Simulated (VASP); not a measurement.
Crystal: Nb.

```
Nb
1.0
     2.68760    0.00000    0.00000
     0.00000    2.68760    0.00000
     0.00000    0.00000    2.68760
Nb
1
Direct
  0.00000 0.00000 0.00000
```

The cell was built by a generator and needn't be a form met in nature.

| Property | Result |
| --- | --- |
| Program | VASP 6.6.1 |
| Task | relaxation of cell and atoms |
| Functional | RPBE |
| Potentials or basis | VASP PAW PBE potentials, release 64 (Nb_sv) |
| Cutoff | 600 eV |
| k mesh | 12 × 12 × 12 |
| Occupations | fermi-dirac, width 0.1 eV |
| Spin | no spin polarisation |

At the start: pressure 7.5 GPa; volume 19.41 Å³/atom.

How do energy, volume and symmetry change on relaxing?

Over 4 steps the energy falls by 23.9 meV/atom and the volume is 20.48 Å³/atom (+5.5 %); space group Pm-3m (No. 221, to 0.05 Å).

The path:
| step | energy change (eV) | largest force (eV/Å) | pressure (GPa) | volume (Å³) |
| --- | --- | --- | --- | --- |
| 1 | 0.0000 | 0.0000 | 7.48 | 19.41 |
| 2 | 0.0190 | 0.0000 | -8.11 | 22.07 |
| 3 | -0.0239 | 0.0000 | -0.12 | 20.50 |
| 4 | -0.0239 | 0.0000 | 0.00 | 20.48 |

Final structure:
```
Nb
1.0
     2.73594    0.00000    0.00000
     0.00000    2.73594    0.00000
     0.00000    0.00000    2.73594
Nb
1
Direct
  0.00000 0.00000 0.00000
```

Caveat: the PAW data sets were made with another functional, which shifts forces and pressure a little.
